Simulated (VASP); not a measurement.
Set up this calculation in VASP 6.6.1, as the native input.

| Item | Value |
| --- | --- |
| Task | dielectric tensor |
| Functional | PBE |
| Dispersion | D3(BJ) |
| Potentials or basis | VASP PAW PBE potentials, release 64 (Hf_pv, S) |
| Cutoff | 600 eV |
| k mesh | 15 × 15 × 7 |
| Occupations | gaussian, width 0.03 eV |
| Spin | no spin polarisation |
| Monkhorst-Pack mesh | no |
| Further INCAR settings | ALGO = Fast; EDIFF = 1e-08 |

The structure of HfS2 lies in POSCAR:

```
HfS2                                    
1.0
    3.5994379788      0.0000000000      0.0000000000
   -1.7997189894      3.1172047290      0.0000000000
    0.0000000000      0.0000000000      5.7653329675
  Hf              S             
     1     2
Direct
     0.0000000000000000    0.0000000000000000    0.0000000000000000
     0.6666666699999979    0.3333333300000021    0.7478637453891384
     0.3333333300000021    0.6666666699999979    0.2521362546108616
```

The cell is a database's computed one.

The input as run:

INCAR

```
PREC = Accurate
ENCUT = 600
EDIFF = 1E-8
ISMEAR = 0
SIGMA = 0.03
LREAL = False
LASPH = True
NELM = 80
ALGO = Fast
ISIF = 2
LWAVE = False
LCHARG = False
GGA = PE
IVDW = 12
LEPSILON = True
KPAR = 2
```

KPOINTS

```
regular mesh
0
Gamma
  15 15 7
```

Potentials or basis: VASP PAW PBE potentials, release 64 (Hf_pv, S).

Run with:

```sh
$ cat potpaw_PBE.64/Hf_pv/POTCAR potpaw_PBE.64/S/POTCAR > POTCAR
$ mpirun -np 2 vasp_std > vasp.out
```

Results of the run:

```yaml
Band_gap_on_the_k_mesh: 0.89 eV, indirect (least direct gap 1.80 eV)
Electronic_dielectric_tensor_diagonal: 10.61, 10.61, 5.77
Born_charges_mean_of_the_diagonal: Hf +5.13; S -2.57 e
Dispersion_energy_per_atom: -0.342 eV
```

Caveat: spin-orbit coupling is left out, which moves the levels of the heavy elements; an odd mesh through Γ misses points on the zone boundary, where band edges often lie.

Wall time 14 min on 2 MPI ranks on AMD EPYC 9R45 96-Core Processor (Zen 5), with other jobs on the host, peak memory 1.2 GiB a rank.
